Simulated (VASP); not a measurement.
The system is Sb.

```xyz
1
Lattice="3.1600 0.0000 0.0000 0.0000 3.1600 0.0000 0.0000 0.0000 3.1600" Properties=species:S:1:pos:R:3 pbc="T T T"
Sb    0.0000    0.0000    0.0000
```

This isn't the form of Sb at room conditions, which is rhombohedral.

```yaml
Program: VASP 6.6.1
Task: relaxation of cell and atoms
Functional: LDA
Potentials_or_basis: VASP PAW LDA potentials, release 64 (Sb)
Cutoff: 600 eV
k_mesh: 8 × 8 × 8
Occupations: fermi-dirac, width 0.05 eV
Spin: no spin polarisation
```

At the start: pressure -5.6 GPa; volume 31.55 Å³/atom.

Where does the relaxation end?

Over 3 steps the energy falls by 60.4 meV/atom and the volume is 28.44 Å³/atom (-9.9 %); space group Pm-3m (No. 221, to 0.05 Å).

Step by step:
```csv
step,energy change (eV),largest force (eV/Å),pressure (GPa),volume (Å³)
1,0.0000,0.0000,-5.61,31.55
2,-0.0377,0.0000,4.59,26.77
3,-0.0604,0.0000,-0.02,28.44
```

Final structure:
```
CELL_PARAMETERS angstrom
3.05227 0.00000 0.00000
0.00000 3.05227 0.00000
0.00000 0.00000 3.05227
ATOMIC_POSITIONS crystal
Sb 0.00000 0.00000 0.00000
```
